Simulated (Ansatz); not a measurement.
A series in volume per atom on V

Results calculated with Ansatz 0.2.0 development build, not measured. Equation of state of a cubic crystal from periodic Kohn-Sham density functional theory without spin; pressure corrected for the finite basis.

Cell of the first row (space group Pm-3m, No. 221):
```
cell vectors (Å)
   2.3990     0.0000     0.0000
   0.0000     2.3990     0.0000
   0.0000     0.0000     2.3990
atoms (fractions of the cell vectors)
V   0.00000  0.00000  0.00000
```

Settings of every row: formula V; structure type simple cubic; functional PBE; spin treatment none; k mesh 15x15x15; occupation method fermi-dirac; occupation width 0.061225619 eV; wave cutoff 700 eV; datasets hard PAW; density cutoff ratio 4.

Limits: a cubic model structure, not a phase known at ambient conditions; modest k-mesh, values are not fully converged in k; the SCF threshold is loose for a stress in some rows.

```
row  volume per atom (Å³)  pressure (GPa)  energy above lowest point (meV/atom)
  1                13.807               ?                                     ?
  2                  14.1           6.387                                 12.04
  3                14.394           3.237                                  3.27
  4                14.688           0.369                                     0
  5                14.982          -2.244                                  1.76
  6                15.275          -4.624                                  8.09
  7                15.569          -6.791                                 18.58
```

Question: what pressure and energy above lowest point should row 1 give?

Worked fit of pressure. Take u = (V_r/V)^(2/3) − 1 with V_r = 14.835 Å³ an atom, which is twice the finite (Eulerian) strain; such expansions in the strain, on which the Birch-Murnaghan equation of state is built, carry the rest volume and the bulk modulus. The shown rows have u = 0.03446, 0.02032, 0.00666, -0.00655, -0.0193, -0.03168. Least squares give pressure = −0.969 + 197.979 × u + 448.52 × u² GPa; a straight line predicts inner rows, each left out in turn, worse (root mean square 0.19 against 0.0026 GPa). The rows lie off it by 0.001, -0.002, 0.000, 0.003, -0.001, 0.000. The pressure vanishes at u = 0.0048, or V = 14.73 Å³ an atom, and there the bulk modulus at fixed shape and fractions is B = −V dP/dV = (2/3)(1 + u) dP/du = 136 GPa. The withheld row has u = 0.04904, so the fit gives −0.969 + 197.979 × (0.04904) + 448.52 × (0.04904)² = 9.819 GPa.

The calculation gave 9.846 GPa. The fit lies 0.027 GPa (0.16 % of the column's range) below it; its largest miss of a shown row is 0.003 GPa. This row lies beyond the range of the fit.

Worked fit of energy above lowest point. Take u = (V_r/V)^(2/3) − 1 with V_r = 14.835 Å³ an atom, which is twice the finite (Eulerian) strain; such expansions in the strain, on which the Birch-Murnaghan equation of state is built, carry the rest volume and the bulk modulus. The shown rows have u = 0.03446, 0.02032, 0.00666, -0.00655, -0.0193, -0.03168. Least squares give energy above lowest point = 0.286 − 134.81 × u + 13897.2 × u² − 2472 × u³ meV/atom; a parabola predicts inner rows, each left out in turn, worse (root mean square 0.031 against 0.013 meV/atom). The rows lie off it by 0.00, 0.01, 0.00, -0.01, 0.01, 0.00. Its lowest point lies at u = 0.0049, or V = 14.73 Å³ an atom, and the curvature there gives the bulk modulus at fixed shape and fractions, B = (4/9)(1 + u)² E″(u)/V = 135 GPa. The withheld row has u = 0.04904, so the fit gives 0.286 − 134.81 × (0.04904) + 13897.2 × (0.04904)² − 2472 × (0.04904)³ = 26.81 meV/atom.

The calculation gave 26.88 meV/atom. The fit lies 0.07 meV/atom (0.26 % of the column's range) below it; its largest miss of a shown row is 0.01 meV/atom. This row lies beyond the range of the fit.
